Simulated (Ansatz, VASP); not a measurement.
# One calculation of MnS (Browneite), two programs

File INCAR:

```
SYSTEM = MnS
ALGO = Fast
EDIFF = 1E-6
ENCUT = 520
GGA = PE
ISIF = 2
ISMEAR = 0
LASPH = .True.
LCHARG = .False.
LREAL = .False.
LWAVE = .False.
NBANDS = 16
NELM = 100
PREC = Accurate
SIGMA = 0.05
```

File KPOINTS:

```
k-points
0
Gamma
  10 10 10
  0 0 0
```

POSCAR

```
MnS
1.0
    0.0000000000      2.4887531611      2.4887531611
    2.4887531611      0.0000000000      2.4887531611
    2.4887531611      2.4887531611      0.0000000000
Mn S
1 1
Direct
    0.0000000000      0.0000000000      0.0000000000
    0.2500000000      0.2500000000      0.2500000000
```

Input for Ansatz:

```yaml
crystal:
  lattice:
    - [0.0, 2.4887531611, 2.4887531611]
    - [2.4887531611, 0.0, 2.4887531611]
    - [2.4887531611, 2.4887531611, 0.0]
  atoms:
    - { symbol: Mn, position: [0.0, 0.0, 0.0] }
    - { symbol: S, position: [0.25, 0.25, 0.25] }
basis:
  ecutwfc: 420
  ecutrho_ratio: 4
kpoints:
  mp_grid: { grid: [10, 10, 10] }
hamiltonian:
  xc: pbe
scf:
  occupations: { method: gaussian, width: 0.05 }
output:
  forces: true
  stress: true
  eigenvalues: true
```

Alike in both runs: task single point; functional PBE; k mesh 10 × 10 × 10; occupations gaussian, width 0.05 eV; no spin polarisation.

|  | VASP | Ansatz |
| --- | --- | --- |
| version | VASP 6.6.1 | Ansatz 0.2.0 |
| potentials or method | VASP PAW PBE potentials, release 64 (Mn_pv, S) | scalar-relativistic, plane waves, PAW |
| plane-wave cutoff (eV) | 520 | 420 |
| valence electrons in the cell | 19 | 21 |

```csv
,VASP,Ansatz,Ansatz less VASP
gap on the k mesh at the Fermi level (eV),none,none,-
pressure (GPa),0.6,0.1,-0.45
```

A gap of «none» marks a metal or a gap that the smearing closes. The two sets of potentials don't hold the same shells in valence.

Caveats: the run has no spin polarisation, though such a crystal can be magnetic; semilocal functionals often make such compounds metallic where correlation or magnetic order opens a gap, which also shifts bond lengths. Spin polarisation is off, so any magnetic state and its effect on volume and gap are missing. With open d or f shells a metallic result of PBE can be an artefact of self-interaction; +U or a hybrid may open a gap.
